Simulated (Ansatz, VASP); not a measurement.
# CdTe in VASP and in Ansatz

```xyz
2
Lattice="0.0000 3.3100 3.3100 3.3100 0.0000 3.3100 3.3100 3.3100 0.0000" Properties=species:S:1:pos:R:3 pbc="T T T"
Cd    0.0000    0.0000    0.0000
Te    1.6550    1.6550    1.6550
```

The cell is a database's computed one.

Alike in both runs: task single point; functional LDA; k mesh 8 × 8 × 8; occupations gaussian, width 0.02 eV; collinear spin.

|  | VASP | Ansatz |
| --- | --- | --- |
| version | VASP 6.6.1 | Ansatz 0.2.0 |
| potentials or method | VASP PAW LDA potentials, release 64 (Cd, Te) | scalar-relativistic, plane waves, PAW |
| plane-wave cutoff (eV) | 520 | 420 |
| valence electrons in the cell | 18 | 36 |

```csv
,VASP,Ansatz,Ansatz less VASP
gap on the k mesh at the Fermi level (eV),0.36,0.33,-0.037
pressure (GPa),-3.4,-3.6,-0.18
net moment per atom (μB),0.00,0.00,0.000
```

The two sets of potentials don't hold the same shells in valence. Ansatz warned: «no_starting_moments».

Caveats: spin-orbit coupling is left out, which moves the levels of the heavy elements.
